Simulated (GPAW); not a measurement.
The system is Re.

```
Re
1.0
     2.76080    0.00000    0.00000
    -1.38040    2.39092    0.00000
     0.00000    0.00000    4.45820
Re
2
Direct
  0.66667 0.33333 0.75000
  0.33333 0.66667 0.25000
```

* Program: GPAW 26.7.0
* Task: relaxation of cell and atoms
* Functional: r2SCAN
* Dispersion: D4
* Potentials or basis: GPAW PAW data sets (gpaw-data 1.2.1)
* Cutoff: 600 eV
* Basis: pw
* k mesh: 8 × 8 × 4
* Occupations: fermi-dirac, width 0.05 eV
* Spin: no spin polarisation

At the start: pressure -3.4 GPa; volume 14.71 Å³/atom.

**Question.** Where does the relaxation end?

**Answer.** Over 5 steps the energy falls by 3.1 meV/atom and the volume is 14.58 Å³/atom (-0.9 %); space group P6_3/mmc (No. 194, to 0.05 Å).

Step by step:
```tsv
step	energy change (eV)	largest force (eV/Å)	pressure (GPa)	volume (Å³)
1	0.0000	0.0000	-3.44	29.43
2	-0.0044	0.0000	-0.91	29.23
3	-0.0058	0.0000	0.44	29.13
4	-0.0061	0.0000	0.34	29.14
5	-0.0063	0.0000	0.04	29.16
```

Final structure:
```yaml
crystal:
  lattice:
    - [2.74430, 0.00000, 0.00000]
    - [-1.37215, 2.37663, 0.00000]
    - [0.00000, 0.00000, 4.47092]
  atoms:
    - { symbol: Re, position: [0.66667, 0.33333, 0.75000] }
    - { symbol: Re, position: [0.33333, 0.66667, 0.25000] }
```

Caveat: later steps reuse the first step's grids; the PAW data sets were made with another functional, which shifts forces and pressure a little; pairwise dispersion overbinds metals, which lowers pressure and volume.
